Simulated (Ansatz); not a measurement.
# W3S: the cost of one run

Method: DFT PBE, scalar-relativistic, plane waves, PAW, in Ansatz 0.2.0.

4 further runs of the same task are left out: 1 that didn't finish, 3 set aside as unsound or not needed.

## 1. The structure to begin with

It takes space group Fm-3m (No. 225, cubic). Conventional cell: a = 4.037 Å, b = 4.037 Å, c = 4.037 Å, α = 90.00°, β = 90.00°, γ = 90.00°. Around W (site symmetry m-3m) lie 12 W at 2.85 Å.

Coordinates:

```
W
1.0
     0.00000    2.01859    2.01859
     2.01859    0.00000    2.01859
     2.01859    2.01859    0.00000
W
1
Direct
  0.00000 0.00000 0.00000
```

This cell was relaxed beforehand with the same method: volume 16.45 Å³/atom, gap on the mesh none (metal).

## 6. Plan of the scan

Atoms count from 1 in the order of the input.

S is moved over the surface cell; relaxed at each place: the height of the adsorbate's atoms; substrate rigid; the origin of the map has the adsorbate above W3.

The axes are (1) position of S4 along the first surface vector, from above W3: 6 values from 0.000 to 0.833, periodic; (2) position of S4 along the second surface vector, from above W3: 6 values from 0.000 to 0.833, periodic.

Relaxed at each point: the height of the adsorbate's atoms; substrate rigid. Points are written as (first, second).

The two vectors of the plane (Å): (2.855, 0.000, 0.000); (-1.427, 2.472, 0.000).

(The set-up runs are not shown.)

## 7. The run at (0/6, 0/6) of the map's two axes

input.yaml

```yaml
crystal:
  lattice:
    - [2.8547213222, 0.0, 0.0]
    - [-1.4273606611, 2.4722611858, 0.0]
    - [0.0, 0.0, 20.19734231]
  atoms:
    - { symbol: W, position: [0.6666666667, 0.3333333333, 0.1980458586] }
    - { symbol: W, position: [0.3333333333, 0.6666666667, 0.3143385334] }
    - { symbol: W, position: [0.0, 0.0, 0.4306181564] }
    - { symbol: S, position: [0.0, 0.0, 0.5633088817] }
basis:
  ecutwfc: 420
kpoints:
  mp_grid: { grid: [9, 9, 1] }
hamiltonian:
  xc: pbe
  pseudopotentials: { kind: paw, azcp: { folder: soft_1 } }
scf:
  occupations: { method: gaussian, width: 0.1 }
output:
  forces: true
  eigenvalues: true
relax:
  adjacent_minimum: "off"
  f_tol: 0.025
  max_steps: 16
  constraints: [{ sites: [0, 1, 2] }, { sites: [3], fix: xy }]
efield:
  axis: 3
  dipole_correction: true
  ramp_width: 0.04
```

Started as:

```
> ansatz run input.yaml --threads 1 --pin off --max-ram 3072MiB --backend cpu --events-out ev --progress --plain --runs-dir out
```

Q: Estimate wall time and peak memory on 1 thread of AMD EPYC 7R43 (Zen 3), shared host.

About 26 s, with a peak of 0.41 GiB.
